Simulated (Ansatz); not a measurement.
# PtSe2: the cost of one run

Program: Ansatz 0.2.0. Level of theory: DFT LDA+D3(BJ), scalar-relativistic, plane waves, PAW. These are calculated values, not measurements.

The COD entry's cell or inner coordinates are ideal or old and differ from later refinements, so a difference from it is no clean test against experiment.

### Step 1. The starting structure

The structure is trigonal, space group P-3m1 (No. 164). The conventional cell has a = 3.715 Å, b = 3.715 Å, c = 4.559 Å, α = 90.00°, β = 90.00°, γ = 120.00°. Pt (site symmetry -3m) is surrounded by 6 Se at 2.48 Å. Se (site symmetry 3m) is surrounded by 3 Pt at 2.48 Å.

As a file:

```xyz
3
Lattice="3.7151 0.0000 0.0000 -1.8575 3.2173 0.0000 0.0000 0.0000 4.5588" Properties=species:S:1:pos:R:3 pbc="T T T"
Pt    0.0000    0.0000    0.0000
Se    0.0000    2.1449    1.2536
Se    1.8575    1.0724    3.3053
```

This cell was relaxed beforehand with the same method: volume 18.16 Å³/atom, gap on the mesh none (metal).

### Step 2. What is varied

The energy is mapped over two normal modes frozen in (zone-centre modes of the cell shown).

First coordinate, amplitude of mode 5 (169 cm⁻¹), largest displacement: 7 values from −0.085 Å. Second coordinate, amplitude of mode 8 (228 cm⁻¹), largest displacement: 7 values from −0.074 Å.

Nothing else is relaxed (the cell and all other modes fixed). Energies count from the relaxed high-symmetry cell. Points are written as (first, second).

The modes come from a phonon run on the reference cell, made beforehand.

The patterns, per unit of each coordinate (Å):

```tsv
atom	x1	y1	z1	x2	y2	z2
Pt1	0.000	0.000	0.000	0.810	0.000	0.000
Se2	0.000	1.000	0.000	-1.000	0.000	0.000
Se3	0.000	-1.000	0.000	-1.000	0.000	0.000
```

### Step 3. The run at (−0.085 Å, −0.074 Å)

File input.yaml:

```yaml
crystal:
  lattice:
    - [3.7150659741, 0.0, 0.0]
    - [-1.8575329871, 3.2173415103, 0.0]
    - [0.0, 0.0, 4.5588344719]
  atoms:
    - { symbol: Pt, position: [-0.016126539, 0.0, 0.0] }
    - { symbol: Se, position: [0.340042562, 0.6402473389, 0.274978214] }
    - { symbol: Se, position: [0.6997952231, 0.3597526611, 0.725021786] }
basis:
  ecutwfc: 420
kpoints:
  mp_grid: { grid: [12, 12, 10] }
hamiltonian:
  xc: lda
  pseudopotentials: { kind: paw, azcp: { folder: soft_1 } }
  dispersion: d3bj
scf:
  occupations: { method: gaussian, width: 0.15 }
output:
  forces: true
  stress: true
  eigenvalues: true
```

On the command line:

```bash
$ ansatz run input.yaml --threads 1 --pin off --max-ram 2048MiB --backend cpu --events-out ev --progress --plain --runs-dir out
```

**Question.** How long does this run take on 1 thread of Arm Neoverse V1, shared host, and how much memory does it need?

About 63 s, with a peak of 0.68 GiB.
